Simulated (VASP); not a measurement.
Set up this calculation in VASP 6.6.1, as the native input.

| Quantity | Value |
| --- | --- |
| Task | relaxation of cell and atoms |
| Functional | PBE0 |
| Potentials or basis | VASP PAW PBE potentials, release 64 (Hg, Se) |
| Cutoff | 600 eV |
| k mesh | 4 × 4 × 4 |
| Occupations | fermi-dirac, width 0.05 eV |
| Spin | no spin polarisation |
| Grid for exact exchange (PRECFOCK) | Fast |
| Exchange at q = 0 | truncated |
| Further INCAR settings | ALGO = Normal; EDIFF = 1e-06; IBRION = 2; EDIFFG = -0.01; NSW = 40; ISIF = 3 |

HgSe:

```
Hg Se
1.0
     0.00000    3.03900    3.03900
     3.03900    0.00000    3.03900
     3.03900    3.03900    0.00000
Hg Se
1 1
Cartesian
  0.0000 0.0000 0.0000
  4.5585 4.5585 4.5585
```

These files were run (other wordings do the same):

POSCAR

```
HgSe
1.0
    0.0000000000      3.0390000000      3.0390000000
    3.0390000000      0.0000000000      3.0390000000
    3.0390000000      3.0390000000      0.0000000000
Hg Se
1 1
Direct
    0.0000000000      0.0000000000      0.0000000000
    0.7500000000      0.7500000000      0.7500000000
```

INCAR.step1

```
PREC = Accurate
ENCUT = 600
EDIFF = 1E-5
ISMEAR = -1
SIGMA = 0.05
LREAL = False
LASPH = True
NELM = 80
ALGO = Normal
LWAVE = True
LCHARG = False
GGA = PE
```

INCAR.step2

```
PREC = Accurate
ENCUT = 600
EDIFF = 1E-6
ISMEAR = -1
SIGMA = 0.05
LREAL = False
LASPH = True
NELM = 80
ALGO = Normal
ISIF = 3
LWAVE = False
LCHARG = False
GGA = PE
LHFCALC = True
AEXX = 0.25
PRECFOCK = Fast
HFRCUT = -1
IBRION = 2
NSW = 40
EDIFFG = -0.01
ISTART = 1
```

KPOINTS

```
regular mesh
0
Gamma
  4 4 4
```

Potentials or basis: VASP PAW PBE potentials, release 64 (Hg, Se).

Command:

```sh
$ cat potpaw_PBE.64/Hg/POTCAR potpaw_PBE.64/Se/POTCAR > POTCAR
$ cp INCAR.step1 INCAR
$ mpirun -np 1 vasp_std > vasp.out
$ cp INCAR.step2 INCAR
$ mpirun -np 1 vasp_std > vasp.out
```

Results of the run:

```json
{
 "Relaxed volume": "29.68 Å³/atom",
 "Relaxed cell": "a = 4.378 Å, b = 4.378 Å, c = 4.378 Å, α = 60.00°, β = 60.00°, γ = 60.00°",
 "Space group after relaxing (to 0.05 Å)": "F-43m (No. 216)",
 "Energy gained by relaxing": "15.5 meV/atom",
 "Ionic steps": "3",
 "Pressure after relaxing": "0.0 GPa",
 "Band gap on the k mesh": "0.53 eV, direct"
}
```

Caveat: the k mesh is coarse (spacing up to 0.45 Å⁻¹), so the values aren't converged, least of all with exact exchange; the PAW data sets were made with another functional, which shifts forces and pressure a little; spin-orbit coupling is left out, which moves the levels of the heavy elements.

Wall time 26 min on 1 thread of Intel(R) Xeon(R) Platinum 8559C (Emerald Rapids) (shared host), peak memory 0.21 GiB.
